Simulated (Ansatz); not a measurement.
Cu (Fm-3m): electronic heat capacity and spin susceptibility from the density of states

Level of theory: Ansatz 0.2.0, DFT r2SCAN, scalar-relativistic, plane waves, PAW.

Settings: cutoff 500 eV, Γ-centred mesh 20×20×20 on the computed 1-atom cell, Gaussian smearing of 0.10 eV; no spin polarisation.

Relaxed cell: Fm-3m, a = 3.577 Å, b = 3.577 Å, c = 3.577 Å, α = 90.00°, β = 90.00°, γ = 90.00°, 1 atom in the primitive cell.

The density of states at the Fermi level is 0.287 states/eV in the cell of 1 atom (1 formula unit; both spins, tetrahedra on a 30×30×30 mesh).

What Sommerfeld coefficient and Pauli susceptibility does this give?

Per formula unit N(E_F) = 0.287 states/eV. γ = (π²/3) k_B² N(E_F) N_A = 2.357 mJ/(mol K²) per state/eV, so γ = 0.7 mJ/(mol K²), a mole of formula units. χ_P = μ_B² N(E_F) N_A = 3.23×10⁻⁵ emu/mol per state/eV gives 0.9×10⁻⁵ emu/mol. This is the bare band result: a measured γ of the same phase is as a rule larger by a factor 1 + λ from phonons and spin fluctuations, the spin part of χ is larger by the Stoner factor, and a measured χ also holds orbital and core terms. N(E_F) at one energy is sensitive to the mesh where the density of states has sharp peaks.